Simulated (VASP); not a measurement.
Output of a VASP run:

File OSZICAR:
```
       N       E                     dE             d eps       ncg     rms          rms(c)
DAV:   1     0.325356417908E+03    0.32536E+03   -0.13723E+04   864   0.240E+03
DAV:   2     0.359157295555E+02   -0.28944E+03   -0.26680E+03  1000   0.380E+02
DAV:   3    -0.394281718440E+02   -0.75344E+02   -0.73826E+02  1208   0.220E+02
DAV:   4    -0.440250303689E+02   -0.45969E+01   -0.45869E+01  1268   0.529E+01
DAV:   5    -0.443131965616E+02   -0.28817E+00   -0.28788E+00  1252   0.100E+01    0.126E+01
DAV:   6    -0.399524505186E+02    0.43607E+01   -0.29654E+01  1176   0.341E+01    0.490E+00
DAV:   7    -0.399994228875E+02   -0.46972E-01   -0.12323E+00  1344   0.973E+00    0.248E+00
DAV:   8    -0.400017853406E+02   -0.23625E-02   -0.11252E-01  1208   0.350E+00    0.457E-01
DAV:   9    -0.400022957125E+02   -0.51037E-03   -0.19077E-02  1488   0.124E+00    0.171E-01
DAV:  10    -0.400026085740E+02   -0.31286E-03   -0.11147E-03  1156   0.267E-01    0.512E-02
DAV:  11    -0.400026228071E+02   -0.14233E-04   -0.14645E-04  1416   0.121E-01    0.130E-02
DAV:  12    -0.400026243427E+02   -0.15356E-05   -0.84563E-06  1212   0.251E-02    0.211E-03
DAV:  13    -0.400026243022E+02    0.40495E-07   -0.85559E-07  1280   0.772E-03
   1 F= -.40002624E+02 E0= -.40002624E+02  d E =0.000000E+00
```

### OUTCAR
```
------------------------ aborting loop because EDIFF is reached ----------------------------------------
  FORCE on cell =-STRESS in cart. coord.  units (eV):
  Direction    XX          YY          ZZ          XY          YZ          ZX
  --------------------------------------------------------------------------------------
  Total        0.0395101      0.0395101      0.0395101     -0.0000000     -0.0000000     -0.0000000
  in kB        1.1445750      1.1445750      1.1445750     -0.0000000     -0.0000000     -0.0000000
  external PRESSURE =       1.1445750 kB  Pullay stress =       0.0000000 kB
  volume of cell :       55.31
      direct lattice vectors                 reciprocal lattice vectors
     3.810000000  0.000000000  0.000000000     0.262467192  0.000000000  0.000000000
     0.000000000  3.810000000  0.000000000     0.000000000  0.262467192  0.000000000
     0.000000000  0.000000000  3.810000000     0.000000000  0.000000000  0.262467192
 POSITION                                       TOTAL-FORCE (eV/Angst)
 -----------------------------------------------------------------------------------
      0.00000      0.00000      0.00000         0.000000      0.000000      0.000000
      1.90500      1.90500      1.90500         0.000000      0.000000      0.000000
      1.90500      0.00000      1.90500         0.000000      0.000000      0.000000
      0.00000      1.90500      1.90500         0.000000      0.000000      0.000000
      1.90500      1.90500      0.00000         0.000000      0.000000      0.000000
 -----------------------------------------------------------------------------------
    total drift:                                0.000000      0.000000      0.000000
  FREE ENERGIE OF THE ION-ELECTRON SYSTEM (eV)
  ---------------------------------------------------
  free  energy   TOTEN  =       -40.0026243022 eV

  energy  without entropy=      -40.0026243022  energy(sigma->0) =      -40.00262430

 total charge

# of ion       s       p       d       f       tot
--------------------------------------------------
    1        2.006   5.708   0.533   0.207   8.453
    2        0.303   0.398   0.000   0.000   0.701
    3        1.551   3.547   0.000   0.000   5.098
    4        1.551   3.547   0.000   0.000   5.098
    5        1.551   3.547   0.000   0.000   5.098
--------------------------------------------------
tot          6.963  16.747   0.533   0.207  24.449
```
(Selected blocks of OUTCAR.)

### POSCAR
```
LaAlO3
1
    3.8100000000     0.0000000000     0.0000000000
    0.0000000000     3.8100000000     0.0000000000
    0.0000000000     0.0000000000     3.8100000000
La Al O
1 1 3
Direct
  0.0000000000   0.0000000000   0.0000000000
  0.5000000000   0.5000000000   0.5000000000
  0.5000000000   0.0000000000   0.5000000000
  0.0000000000   0.5000000000   0.5000000000
  0.5000000000   0.5000000000   0.0000000000
```

Task: Reconstruct the remaining input files.

Result: One answer among several that fit: the input of the run itself, PBE GGA, plane waves, VASP's PBE PAW potentials (set 64).

INCAR:
```
SYSTEM = LaAlO3
PREC = Accurate
ENCUT = 520
EDIFF = 1E-7
NELM = 100
ALGO = Normal
LREAL = .FALSE.
LASPH = .TRUE.
ISMEAR = -5
GGA = PE
LMAXMIX = 6
LWAVE = .FALSE.
LCHARG = .TRUE.
LORBIT = 11
NEDOS = 601
ISIF = 2
LEFG = .TRUE.
```

File KPOINTS:
```
Automatic mesh
0
Gamma
 7 7 7
0 0 0
```

POTCAR, in this order: La Al O (PBE.64 set). Program: vasp_std.

The compound is LaAlO3 in the cubic perovskite structure, the ideal cubic form; the compound distorts at low or room temperature. The cell was not relaxed at this level.
